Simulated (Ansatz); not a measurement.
Crystal: TaS2.

```
Ta S
1.0
     3.35000    0.00000    0.00000
    -1.67500    2.90119    0.00000
     0.00000    0.00000    5.86000
Ta S
1 2
Direct
  0.00000 0.00000 0.00000
  0.66667 0.33333 0.75000
  0.33333 0.66667 0.25000
```

- Program: Ansatz 0.2.0
- Task: relaxation of cell and atoms
- Functional: BLYP
- Dispersion: D4
- Potentials or basis: all-electron LAPW, scalar-relativistic
- Basis error allowed: 0.002 eV/atom
- k mesh: 9 × 9 × 5
- Occupations: fermi-dirac, width 0.05 eV
- Spin: no spin polarisation

At the start: volume 18.98 Å³/atom.

Where does the relaxation end?

Over 6 steps the energy falls by 46.7 meV/atom and the volume is 19.47 Å³/atom (+2.6 %); space group P-3m1 (No. 164, to 0.05 Å).

The path:
```csv
step,energy change (eV),largest force (eV/Å),volume (Å³)
1,0.0000,1.4842,56.95
2,-0.0730,0.8948,56.08
3,-0.1371,0.0218,58.49
4,-0.1396,0.0099,58.42
5,-0.1401,0.0012,58.41
6,-0.1401,0.0012,58.41
```

Final structure:
```cif
data_structure
_symmetry_space_group_name_H-M 'P 1'
_symmetry_Int_Tables_number 1
_cell_length_a 3.4013
_cell_length_b 3.4013
_cell_length_c 5.8299
_cell_angle_alpha 90.000
_cell_angle_beta 90.000
_cell_angle_gamma 120.000
_cell_volume 58.41
loop_
_atom_site_label
_atom_site_type_symbol
_atom_site_fract_x
_atom_site_fract_y
_atom_site_fract_z
_atom_site_occupancy
Ta1 Ta 0.00000 0.00000 0.00000 1
S1 S 0.66667 0.33333 0.73796 1
S2 S 0.33333 0.66667 0.26204 1
```
